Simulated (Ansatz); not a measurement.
Runs of Ansatz 0.2.0 on Bi. It takes space group Im-3m (No. 229, cubic). Conventional cell: a = 3.963 Å, b = 3.963 Å, c = 3.963 Å, α = 90.00°, β = 90.00°, γ = 90.00°. Around Bi (site symmetry m-3m) lie 8 Bi at 3.43 Å. This isn't the form of Bi at room conditions, which is rhombohedral.

```tsv
level	pressure (GPa)	relaxed volume (Å³/atom)
PBEsol+D4	0.0	29.17
RPBE+D4	0.0	(a)
PBEsol+D3(BJ)	0.0	28.52
RPBE+D3(BJ)	0.0	22.51
```

Alike in all rows: task relaxation of cell and atoms; potentials or basis Ansatz PAW; no spin polarisation; cell relaxed; k mesh 9 × 9 × 9; cutoff (eV) 420; smearing fermi-dirac 0.05 eV.

**Question.** Estimate the missing entries.

**Answer.** (a) 29.93.

Caveats: the plane-wave basis is chosen anew once the cell has moved, so the energies of steps on either side of that aren't comparable; the PAW data sets come from PBE, with cores solved anew for the run's functional, which leaves a small shift of forces and pressure; the volume moved by over 15 % at a fixed basis, so the end points are rough (some runs); pairwise dispersion overbinds metals, which lowers pressure and volume (some runs).

Runs at the PBE level aren't shown here.
